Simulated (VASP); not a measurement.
Set up this calculation in VASP 6.6.1, as the native input.

* Task: density of states
* Functional: LDA
* Potentials or basis: VASP PAW LDA potentials, release 54 (Si)
* Cutoff: 700 eV
* k mesh: 4 × 4 × 4
* Occupations: tetrahedron, width 0.05 eV
* Spin: no spin polarisation
* Monkhorst-Pack mesh: yes
* k mesh for the DOS: 6 × 6 × 6
* Further INCAR settings: ALGO = Normal; EDIFF = 1e-06; NBANDS = 26

The structure of Si lies in POSCAR:

```
Si
 1.0000000000000000
     5.4437023699999996    0.0000000000000000    0.0000000000000000
     0.0000000000000000    5.4437023699999996    0.0000000000000000
     0.0000000000000000    0.0000000000000000    5.4437023699999996
 Si 
   8
Cartesian
  2.7218511849999998  0.0000000000000000  2.7218511849999998
  1.3609255924999999  4.0827767774999995  4.0827767774999995
  2.7218511849999998  2.7218511849999998  0.0000000000000000
  4.0827767774999995  4.0827767774999995  1.3609255924999999
  1.3609255924999999  1.3609255924999999  1.3609255924999999
  4.0827767774999995  1.3609255924999999  4.0827767774999995
  0.0000000000000000  2.7218511849999998  2.7218511849999998
  0.0000000000000000  0.0000000000000000  0.0000000000000000
```

These files were run (other wordings do the same):

Si.cif

```cif
data_Si
_cell_length_a 5.44370237
_cell_length_b 5.44370237
_cell_length_c 5.44370237
_cell_angle_alpha 90.00000000
_cell_angle_beta 90.00000000
_cell_angle_gamma 90.00000000
_space_group_name_H-M_alt 'Fd-3m'
_space_group_name_Hall 'F 4d 2 3 -1d'
_space_group_IT_number 227
loop_
_space_group_symop_operation_xyz
'x,y,z'
'-y+1/4,x+1/4,z+1/4'
'-x,-y+1/2,z+1/2'
'y+3/4,-x+1/4,z+3/4'
'x,-y,-z'
'-y+1/4,-x+3/4,-z+3/4'
'-x,y+1/2,-z+1/2'
'y+3/4,x+3/4,-z+1/4'
'z,x,y'
'z+1/4,-y+1/4,x+1/4'
'z+1/2,-x,-y+1/2'
'z+3/4,y+3/4,-x+1/4'
'-z,x,-y'
'-z+3/4,-y+1/4,-x+3/4'
'-z+1/2,-x,y+1/2'
'-z+1/4,y+3/4,x+3/4'
'y,z,x'
'x+1/4,z+1/4,-y+1/4'
'-y+1/2,z+1/2,-x'
'-x+1/4,z+3/4,y+3/4'
'-y,-z,x'
'-x+3/4,-z+3/4,-y+1/4'
'y+1/2,-z+1/2,-x'
'x+3/4,-z+1/4,y+3/4'
'-x+1/4,-y+1/4,-z+1/4'
'y,-x,-z'
'x+1/4,y+3/4,-z+3/4'
'-y+1/2,x,-z+1/2'
'-x+1/4,y+1/4,z+1/4'
'y,x+1/2,z+1/2'
'x+1/4,-y+3/4,z+3/4'
'-y+1/2,-x+1/2,z'
'-z+1/4,-x+1/4,-y+1/4'
'-z,y,-x'
'-z+3/4,x+1/4,y+3/4'
'-z+1/2,-y+1/2,x'
'z+1/4,-x+1/4,y+1/4'
'z+1/2,y,x+1/2'
'z+3/4,x+1/4,-y+3/4'
'z,-y+1/2,-x+1/2'
'-y+1/4,-z+1/4,-x+1/4'
'-x,-z,y'
'y+3/4,-z+3/4,x+1/4'
'x,-z+1/2,-y+1/2'
'y+1/4,z+1/4,-x+1/4'
'x+1/2,z+1/2,y'
'-y+3/4,z+3/4,x+1/4'
'-x+1/2,z,-y+1/2'
'x,y+1/2,z+1/2'
[... 70 lines left out ...]
'x+1/4,-z+1/4,y+1/4'
'-x+3/4,-y+1/4,-z+3/4'
'y+1/2,-x,-z+1/2'
'x+3/4,y+3/4,-z+1/4'
'-y,x,-z'
'-x+3/4,y+1/4,z+3/4'
'y+1/2,x+1/2,z'
'x+3/4,-y+3/4,z+1/4'
'-y,-x+1/2,z+1/2'
'-z+3/4,-x+1/4,-y+3/4'
'-z+1/2,y,-x+1/2'
'-z+1/4,x+1/4,y+1/4'
'-z,-y+1/2,x+1/2'
'z+3/4,-x+1/4,y+3/4'
'z,y,x'
'z+1/4,x+1/4,-y+1/4'
'z+1/2,-y+1/2,-x'
'-y+3/4,-z+1/4,-x+3/4'
'-x+1/2,-z,y+1/2'
'y+1/4,-z+3/4,x+3/4'
'x+1/2,-z+1/2,-y'
'y+3/4,z+1/4,-x+3/4'
'x,z+1/2,y+1/2'
'-y+1/4,z+3/4,x+3/4'
'-x,z,-y'
'x+1/2,y+1/2,z'
'-y+3/4,x+3/4,z+1/4'
'-x+1/2,-y,z+1/2'
'y+1/4,-x+3/4,z+3/4'
'x+1/2,-y+1/2,-z'
'-y+3/4,-x+1/4,-z+3/4'
'-x+1/2,y,-z+1/2'
'y+1/4,x+1/4,-z+1/4'
'z+1/2,x+1/2,y'
'z+3/4,-y+3/4,x+1/4'
'z,-x+1/2,-y+1/2'
'z+1/4,y+1/4,-x+1/4'
'-z+1/2,x+1/2,-y'
'-z+1/4,-y+3/4,-x+3/4'
'-z,-x+1/2,y+1/2'
'-z+3/4,y+1/4,x+3/4'
'y+1/2,z+1/2,x'
'x+3/4,z+3/4,-y+1/4'
'-y,z,-x'
'-x+3/4,z+1/4,y+3/4'
'-y+1/2,-z+1/2,x'
'-x+1/4,-z+1/4,-y+1/4'
'y,-z,-x'
'x+1/4,-z+3/4,y+3/4'
'-x+3/4,-y+3/4,-z+1/4'
'y+1/2,-x+1/2,-z'
'x+3/4,y+1/4,-z+3/4'
'-y,x+1/2,-z+1/2'
'-x+3/4,y+3/4,z+1/4'
'y+1/2,x,z+1/2'
'x+3/4,-y+1/4,z+3/4'
'-y,-x,z'
'-z+3/4,-x+3/4,-y+1/4'
'-z+1/2,y+1/2,-x'
'-z+1/4,x+3/4,y+3/4'
'-z,-y,x'
'z+3/4,-x+3/4,y+1/4'
'z,y+1/2,x+1/2'
'z+1/4,x+3/4,-y+3/4'
'z+1/2,-y,-x+1/2'
'-y+3/4,-z+3/4,-x+1/4'
'-x+1/2,-z+1/2,y'
'y+1/4,-z+1/4,x+1/4'
'x+1/2,-z,-y+1/2'
'y+3/4,z+3/4,-x+1/4'
'x,z,y'
'-y+1/4,z+1/4,x+1/4'
'-x,z+1/2,-y+1/2'
loop_
_atom_site_label
_atom_site_type_symbol
_atom_site_symmetry_multiplicity
_atom_site_Wyckoff_symbol
_atom_site_fract_x
_atom_site_fract_y
_atom_site_fract_z
_atom_site_occupancy
Si1 Si 8 a 0.5000000000 0.0000000000 0.5000000000 1
```

INCAR.step1

```
ALGO     = Normal         # electronic algorithm
EDIFF    = 1E-6           # SCF threshold, eV
ENCUT    = 700            # plane-wave cutoff, eV
ISIF     = 2              # what is computed and relaxed
ISMEAR   = -5             # smearing method
LASPH    = True           # aspherical terms in the spheres
LCHARG   = True           # write CHGCAR
LREAL    = False          # projectors in reciprocal space
LWAVE    = False          # write WAVECAR
NBANDS   = 26             # bands
NELM     = 100            # most SCF steps
PREC     = Accurate       # precision mode
SIGMA    = 0.05           # smearing width, eV
```

KPOINTS.step1

```
k-points
0
Monkhorst-Pack
  4 4 4
```

INCAR.step2

```
ALGO     = Normal         # electronic algorithm
EDIFF    = 1E-6           # SCF threshold, eV
ENCUT    = 700            # plane-wave cutoff, eV
ICHARG   = 11             # starting density
ISIF     = 2              # what is computed and relaxed
ISMEAR   = -5             # smearing method
LASPH    = True           # aspherical terms in the spheres
LCHARG   = False          # write CHGCAR
LORBIT   = 11             # projections on sites
LREAL    = False          # projectors in reciprocal space
LWAVE    = False          # write WAVECAR
NBANDS   = 26             # bands
NEDOS    = 1001           # points of the DOS
NELM     = 100            # most SCF steps
PREC     = Accurate       # precision mode
SIGMA    = 0.05           # smearing width, eV
```

KPOINTS.step2

```
k-points
0
Gamma
  6 6 6
```

Potentials or basis: VASP PAW LDA potentials, release 54 (Si).

Launch:

```console
$ ase convert -i cif -o vasp Si.cif POSCAR
$ cat potpaw_LDA.54/Si/POTCAR > POTCAR
$ cp INCAR.step1 INCAR
$ cp KPOINTS.step1 KPOINTS
$ mpirun -np 1 vasp_std > vasp.out
$ cp INCAR.step2 INCAR
$ cp KPOINTS.step2 KPOINTS
$ mpirun -np 1 vasp_std > vasp.out
```

It gave:

```yaml
Valence_electrons_inside_the_program's_atomic_spheres: Si 1.70
```

Wall time 50 s on 1 thread of AMD EPYC 9R45 (Zen 5), on a shared host, peak memory 0.23 GiB.
